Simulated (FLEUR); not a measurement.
# Ta: equation of state with RPBE

Ta:

```
Ta
1.0
    -1.65128    1.65128    1.65128
     1.65128   -1.65128    1.65128
     1.65128    1.65128   -1.65128
Ta
1
Direct
  0.00000 0.00000 0.00000
```

```yaml
Program: FLEUR MaX-R8.1 (patched build s14)
Task: equation of state
Functional: RPBE
Potentials_or_basis: all-electron
Basis: FLAPW
Kmax: 4.5 1/bohr
k_mesh: 7 × 7 × 7
Occupations: gaussian, width 0.1 eV
Spin: collinear spin, program default start, spin-orbit coupling
```

- Equilibrium volume: 18.66 Å³/atom
- Bulk modulus: 198 GPa
- Pressure derivative of the bulk modulus: 4.1 (rough: it moves with the points fitted)

Energy against volume, from the lowest point:
| volume (Å³/atom) | energy (meV/atom) |
| --- | --- |
| 16.930 | 117.51 |
| 17.290 | 71.07 |
| 18.010 | 14.86 |
| 18.731 | 0.00 |
| 19.091 | 5.70 |

Caveat: the k mesh is coarse (spacing up to 0.38 Å⁻¹), so the values aren't converged. Zero-point motion and thermal expansion aren't in these numbers.
